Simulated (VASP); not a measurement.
C:

```
C
1.0
     0.00000    1.78337    1.78337
     1.78337    0.00000    1.78337
     1.78337    1.78337    0.00000
C
2
Cartesian
  2.6751 2.6751 2.6751
  1.7834 1.7834 1.7834
```

This isn't the form of C at room conditions, which is graphite.

```yaml
Program: VASP 6.6.1
Task: relaxation of cell and atoms
Functional: r2SCAN-EpsX
Potentials_or_basis: VASP PAW PBE potentials, release 64 (C)
Cutoff: 600 eV
k_mesh: 7 × 7 × 7
Occupations: fermi-dirac, width 0.05 eV
Spin: no spin polarisation
```

At the start: pressure -7.7 GPa; volume 5.67 Å³/atom.

Q: Where does the relaxation end?

A: Over 3 steps the energy falls by 2.3 meV/atom and the volume is 5.58 Å³/atom (-1.7 %); space group Fd-3m (No. 227, to 0.05 Å).

The path:
| step | energy change (eV) | largest force (eV/Å) | pressure (GPa) | volume (Å³) |
| --- | --- | --- | --- | --- |
| 1 | 0.0000 | 0.0000 | -7.70 | 11.34 |
| 2 | 0.0041 | 0.0000 | 11.18 | 10.90 |
| 3 | -0.0046 | 0.0000 | -0.03 | 11.16 |

Final structure:
```
CELL_PARAMETERS angstrom
0.00000 1.77347 1.77347
1.77347 0.00000 1.77347
1.77347 1.77347 0.00000
ATOMIC_POSITIONS crystal
C 0.75000 0.75000 0.75000
C 0.50000 0.50000 0.50000
```

Caveat: the k mesh is coarse (spacing up to 0.44 Å⁻¹), so the values aren't converged, least of all with exact exchange; the PAW data sets were made with another functional, which shifts forces and pressure a little.
